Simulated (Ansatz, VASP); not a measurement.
Fe: VASP beside Ansatz

File INCAR:

```
SYSTEM = Fe
PREC = Accurate
ENCUT = 520
EDIFF = 1E-7
ISMEAR = -1
SIGMA = 0.1
LREAL = .FALSE.
LASPH = .TRUE.
NELM = 100
ALGO = Normal
ISIF = 2
LWAVE = .FALSE.
LCHARG = .FALSE.
GGA = B5
ALDAX = 1.0
AGGAX = 1.0
AGGAC = 1.0
ALDAC = 0.0
NBANDS = 15
```

The input KPOINTS:

```
regular mesh
0
G
  12 12 12
  0 0 0
```

File POSCAR:

```
Fe
1.0
    0.0000000000      2.5359519175      2.5359519175
    2.5359519175      0.0000000000      2.5359519175
    2.5359519175      2.5359519175      0.0000000000
Fe
2
Direct
    0.1250000000      0.1250000000      0.1250000000
    0.8750000000      0.8750000000      0.8750000000
```

Input for Ansatz:

```yaml
crystal:
  lattice:
    - [0.0, 2.5359519175, 2.5359519175]
    - [2.5359519175, 0.0, 2.5359519175]
    - [2.5359519175, 2.5359519175, 0.0]
  atoms:
    - { symbol: Fe, position: [0.125, 0.125, 0.125] }
    - { symbol: Fe, position: [0.875, 0.875, 0.875] }
hamiltonian:
  xc: blyp
  pseudopotentials:
    kind: paw
    azcp:
      Fe: "pseudopotentials/Fe.paw.azcp"
basis:
  ecutwfc: 420
  fft_grid_basis: typed
kpoints:
  mp_grid: { grid: [12, 12, 12], shift: [0, 0, 0] }
magnetization:
  spin_polarized: false
scf:
  occupations: { method: fermi_dirac, width: 0.1 }
  lower_state_search: "off"
output:
  stress: true
```

Alike in both runs: task single point; functional BLYP; k mesh 12 × 12 × 12; occupations fermi-dirac, width 0.1 eV; no spin polarisation.

```csv
,VASP,Ansatz
version,VASP 6.6.1,Ansatz 0.2.0
potentials or method,"VASP PAW PBE potentials, release 64 (Fe)","plane waves (420 eV) with PAW, scalar-relativistic"
plane-wave cutoff (eV),520,420
valence electrons in the cell,16,32
```

|  | VASP | Ansatz | Ansatz less VASP |
| --- | --- | --- | --- |
| pressure (GPa) | -9.3 | -8.9 | +0.41 |

The two sets of potentials don't hold the same shells in valence.

Caveats: the PAW data sets were made with another functional, which shifts forces and pressure a little (VASP); the run has no spin polarisation, though such a crystal can be magnetic. Spin polarisation is off, so any magnetic state and its effect on volume and gap are missing.
